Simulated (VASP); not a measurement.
**CeO: single point with PBEsol+U**

CeO:

```xyz
4
Lattice="2.8881 0.0000 0.0000 0.0000 2.8881 0.0000 0.0000 0.0000 5.7762" Properties=species:S:1:pos:R:3 pbc="T T T"
Ce    0.0000    0.0000    0.0000
Ce    0.0000    0.0000    2.8881
O     1.4440    1.4440    1.4440
O     1.4440    1.4440    4.3321
```

The cell comes from a database or a generator and needn't be the stable form of this composition.

* Program: VASP 6.6.1
* Task: single point
* Functional: PBEsol
* Potentials or basis: VASP PAW PBE potentials, release 64 (Ce, O)
* Cutoff: 520 eV
* k mesh: 7 × 7 × 4
* Occupations: gaussian, width 0.05 eV
* Spin: collinear spin, antiferromagnetic start
* Starting moments: [1.0, -1.0, 0.0, 0.0] μB
* Hubbard terms: Ce f U = 5 eV

| Item | Value |
| --- | --- |
| Pressure | 47.8 GPa |
| Band gap on the k mesh | none (metal or under the smearing width) |
| Net moment | 0.00 μB per cell |
| Site moments | Ce +1.16, -1.16; O +0.00 μB |
| Valence electrons inside the program's atomic spheres | Ce 10.31; O 5.04 |

Stress tensor (GPa, compression positive):
```
48.58  0.00  0.00
 0.00 48.58  0.00
 0.00  0.00 46.12
```

Levels at points of the mesh, in eV from the Fermi level:
Spin up:
```
           k point  band 15  band 16  band 17  band 18  band 19  band 20  band 21  band 22
(0.00, 0.00, 0.00)    -4.36    -4.29    -3.32    -3.30    -1.63     0.85     0.85     1.55
(0.00, 0.00, 0.50)    -5.07    -5.07    -2.89    -2.31     0.12     0.33     0.87     0.87
```
Spin down:
| k point | band 14 | band 15 | band 16 | band 17 | band 18 | band 19 | band 20 | band 21 | band 22 | band 23 |
| --- | --- | --- | --- | --- | --- | --- | --- | --- | --- | --- |
| (0.00, 0.00, 0.00) | -4.36 | -4.36 | -4.29 | -3.32 | -3.30 | -1.63 | 0.85 | 0.85 | 1.55 | 2.43 |
| (0.00, 0.00, 0.50) | -5.15 | -5.07 | -5.07 | -2.89 | -2.31 | 0.12 | 0.33 | 0.87 | 0.87 | 2.19 |

Eigenvalues of the final occupation matrices:
| site | spin | trace | eigenvalues |
| --- | --- | --- | --- |
| site 1 f | 1 | 1.11 | 0.01 0.01 0.01 0.02 0.03 0.51 0.51 |
| site 1 f | 2 | 0.12 | 0.01 0.01 0.01 0.02 0.02 0.02 0.03 |
| site 2 f | 1 | 0.12 | 0.01 0.01 0.01 0.02 0.02 0.02 0.03 |
| site 2 f | 2 | 1.11 | 0.01 0.01 0.01 0.02 0.03 0.51 0.51 |

It took 100 s on 1 thread of Intel(R) Xeon(R) Platinum 8488C (Sapphire Rapids), with other jobs on the host, peak memory 0.24 GiB.

Caveat: the magnetic or orbital state may not be the lowest; a pressure of tens of GPa on the cell as given is suspect, and the run, the potentials or the cell itself is likely at fault; the PAW data sets were made with another functional, which shifts forces and pressure a little; spin-orbit coupling is left out, which moves the levels of the heavy elements. The state reached can hang on the start; a lower one may exist.
